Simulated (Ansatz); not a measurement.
Input and command of a plane-wave DFT calculation in Ansatz:

```yaml
crystal:
  lattice:
    - [4.8371701216, 0.0, 0.0]
    - [-2.4185850608, 4.1891122077, 0.0]
    - [0.0, 0.0, 4.1724817111]
  atoms:
    - { symbol: C, position: [0.6698095382, 0.334577863, 0.1839325] }
    - { symbol: C, position: [0.3364762049, 0.6679111963, 0.1839325] }
    - { symbol: C, position: [0.6698095382, 0.334577863, 0.8160675] }
    - { symbol: C, position: [0.3364762049, 0.6679111963, 0.8160675] }
    - { symbol: C, position: [0.4957270054, 0.4936707427, 0.3404600926] }
    - { symbol: C, position: [0.0034043232, 0.5024921375, 0.3404600926] }
    - { symbol: C, position: [0.4945829283, 0.0013480605, 0.3404600926] }
    - { symbol: C, position: [0.4957270054, 0.4936707427, 0.6595399074] }
    - { symbol: C, position: [0.4945829283, 0.0013480605, 0.6595399074] }
    - { symbol: C, position: [0.0034043232, 0.5024921375, 0.6595399074] }
basis:
  ecutwfc: 420
kpoints:
  mp_grid: { grid: [12, 12, 10] }
hamiltonian:
  xc: pbe
scf:
  occupations: { method: gaussian, width: 0.15 }
output:
  forces: true
  stress: true
  eigenvalues: true
```

```bash
ansatz run input.yaml --threads 2 --pin off --max-ram 5120MiB --backend cpu --events-out ev --progress --plain --runs-dir out
```

Processor: Intel(R) Xeon(R) Platinum 8259CL CPU @ 2.50GHz (Skylake/Cascade Lake), 2 threads, on a host shared with other jobs.

Problem. How long does it run, and how much memory does it take?

Solution. About 55 s on 2 threads of Intel(R) Xeon(R) Platinum 8259CL CPU @ 2.50GHz (Skylake/Cascade Lake), with other jobs on the host, peak memory 1.1 GiB. It solves 30 bands at 444 k points (the mesh reduced by the symmetry that the task leaves, which can be less than the crystal's) with about 1639 plane waves, in 9 SCF iterations.
